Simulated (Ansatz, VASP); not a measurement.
One calculation of TiC, two programs

File INCAR:

```
PREC = Accurate
ENCUT = 600
EDIFF = 1E-6
ISMEAR = 0
SIGMA = 0.1
LREAL = F
LASPH = T
NELM = 100
ALGO = Normal
ISIF = 3
LWAVE = F
LCHARG = F
GGA = PE
IBRION = 2
NSW = 100
EDIFFG = -0.005
```

KPOINTS

```
Automatic mesh
0
Gamma
  16 16 16
```

Contents of POSCAR:

```
TiC
1.0
    0.0000000000      2.1657188437      2.1657188437
    2.1657188437      0.0000000000      2.1657188437
    2.1657188437      2.1657188437      0.0000000000
Ti C
1 1
Direct
    0.0000000000      0.0000000000      0.0000000000
    0.5000000000      0.5000000000      0.5000000000
```

Input for Ansatz:

```yaml
crystal:
  lattice:
    - [0.0, 2.1657188437, 2.1657188437]
    - [2.1657188437, 0.0, 2.1657188437]
    - [2.1657188437, 2.1657188437, 0.0]
  atoms:
    - { symbol: Ti, position: [0.0, 0.0, 0.0] }
    - { symbol: C, position: [0.5, 0.5, 0.5] }
basis:
  ecutwfc: 420
kpoints:
  mp_grid: { grid: [16, 16, 16] }
hamiltonian:
  xc: pbe
scf:
  occupations: { method: gaussian, width: 0.1 }
output:
  forces: true
  stress: true
  eigenvalues: true
  write_density: true
  write_potential: true
  elf: true
  volumetric_format: npy
relax:
  adjacent_minimum: "off"
  f_tol: 0.005
  max_steps: 80
  cell: { stress_tol: 0.05 }
```

The cell is a database's computed one.

Alike in both runs: task relaxation of cell and atoms; functional PBE; k mesh 16 × 16 × 16; occupations gaussian, width 0.1 eV; no spin polarisation.

```csv
,VASP,Ansatz
version,VASP 6.6.1,Ansatz 0.2.0
potentials or method,"VASP PAW PBE potentials, release 64 (Ti_sv, C)","scalar-relativistic, plane waves, PAW"
plane-wave cutoff (eV),600,420
valence electrons in the cell,16,16
```

|  | VASP | Ansatz | Ansatz less VASP |
| --- | --- | --- | --- |
| gap on the k mesh at the Fermi level, each at its own relaxed structure (eV) | none | none | - |
| relaxed volume (Å³/atom) | 10.17 | 10.17 | -0.006 |
| relaxed cell length with the largest relative difference (Å) | 3.064 | 3.064 | -0.0006 |

A gap of «none» marks a metal or a gap that the smearing closes.
